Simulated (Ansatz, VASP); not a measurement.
# One calculation of Bi, two programs

INCAR

```
PREC = Accurate
ENCUT = 520
EDIFF = 1E-6
ISMEAR = -1
SIGMA = 0.05
LREAL = False
LASPH = True
NELM = 100
ALGO = Normal
ISIF = 2
LWAVE = False
LCHARG = False
GGA = PE
NBANDS = 22
```

KPOINTS

```
regular mesh
0
Gamma
  7 7 7
```

The input POSCAR:

```
Bi
1.0
    2.2212115015      1.2824170583      3.8576100961
   -2.2212115015      1.2824170583      3.8576100961
    0.0000000000     -2.5648341167      3.8576100961
Bi
2
Direct
    0.7660000000      0.7660000000      0.7660000000
    0.2340000000      0.2340000000      0.2340000000
```

File input.yaml:

```yaml
crystal:
  lattice:
    - [2.2212115015, 1.2824170583, 3.8576100961]
    - [-2.2212115015, 1.2824170583, 3.8576100961]
    - [0.0, -2.5648341167, 3.8576100961]
  atoms:
    - { symbol: Bi, position: [0.766, 0.766, 0.766] }
    - { symbol: Bi, position: [0.234, 0.234, 0.234] }
hamiltonian:
  xc: pbe
  pseudopotentials: { kind: paw }
kpoints:
  mp_grid: { grid: [7, 7, 7] }
scf:
  occupations: { method: fermi_dirac, width: 0.05 }
output:
  forces: true
  stress: true
  eigenvalues: true
```

Alike in both runs: task single point; functional PBE; k mesh 7 × 7 × 7; occupations fermi-dirac, width 0.05 eV; no spin polarisation.

|  | VASP | Ansatz |
| --- | --- | --- |
| version | VASP 6.6.1 | Ansatz 0.2.0 |
| potentials or method | VASP PAW PBE potentials, release 64 (Bi_d) | Ansatz PAW |
| plane-wave cutoff (eV) | 520 | 420 |
| valence electrons in the cell | 30 | 30 |

```csv
,VASP,Ansatz,Ansatz less VASP
gap on the k mesh at the Fermi level (eV),0.30,0.30,-0.002
least direct gap on the mesh (eV),0.57,0.57,+0.001
pressure (GPa),5.8,5.9,+0.06
largest component of the traceless stress (GPa),0.54,0.53,-0.002
rms of the force components (eV/Å),0.299,0.295,-0.0048
```

Atom by atom the forces differ by 0.005 eV/Å (rms over components).

Caveats: spin-orbit coupling is left out, which as a rule narrows the gap of such compounds by several tenths of an eV; an odd mesh through Γ misses points on the zone boundary, where band edges often lie (VASP); odd divisions of the mesh miss points on the zone boundary, where band edges often lie, so the gap on the mesh can be too wide (Ansatz).
